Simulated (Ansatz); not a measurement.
# As in Ansatz: the effect of functional

Crystal: As.

```
As
1.0
     1.85538    1.07120    3.46657
    -1.85538    1.07120    3.46657
     0.00000   -2.14241    3.46657
As
2
Direct
  0.22600 0.22600 0.22600
  0.77400 0.77400 0.77400
```

The cell isn't the ideal one: volume scaled by 0.96.

Alike in all runs:

* Program: Ansatz 0.2.0
* Task: single point
* Potentials or basis: Ansatz PAW
* k mesh: 9 × 9 × 9
* Occupations: fermi-dirac, width 0.05 eV
* Spin: no spin polarisation

```tsv
functional	cutoff	pressure (GPa)	largest force (eV/Å)
LDA	420 eV (not typed: the program's choice for these potentials)	2.0	0.54
PBEsol	420 eV (not typed: the program's choice for these potentials)	3.7	0.66
r2SCAN	500 eV (not typed: the program's choice for these potentials)	?	?
```

Question: What does the run with functional r2SCAN give?

Answer: Pressure 5.5 GPa; largest force 0.43 eV/Å.

Caveats: the PAW data sets come from PBE, with cores solved anew for the run's functional, which leaves a small shift of forces and pressure.
